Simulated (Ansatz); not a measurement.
Sb:

```
Sb
1.0
    -1.87134    1.87134    1.87134
     1.87134   -1.87134    1.87134
     1.87134    1.87134   -1.87134
Sb
1
Cartesian
  0.0000 0.0000 0.0000
```

This isn't the form of Sb at room conditions, which is rhombohedral.

Base run:

```yaml
Program: Ansatz 0.2.0
Functional: LDA
Potentials_or_basis: Ansatz PAW
Cutoff: "420 eV (not typed: the program's choice for these potentials)"
k_mesh: 10 × 10 × 10
Occupations: fermi-dirac, width 0.05 eV
Spin: no spin polarisation
```

Its results: band gap on the k mesh none (metal or under the smearing width); pressure -1.2 GPa.

**Question.** After a change of settings the same cell gave: band gap on the k mesh none (metal or under the smearing width); pressure -1.8 GPa. Which change was it?
A. functional from LDA to BLYP
B. k mesh from 10 × 10 × 10 to 7 × 7 × 7
C. functional from LDA to PBE
D. functional from LDA to r2SCAN; cutoff from 420 eV (not typed: the program's choice for these potentials) to 500 eV (not typed: the program's choice for these potentials)

**Answer.** B.

Caveats: spin-orbit coupling is left out, which moves the levels of the heavy elements; the PAW data sets come from PBE, with cores solved anew for the run's functional, which leaves a small shift of forces and pressure.
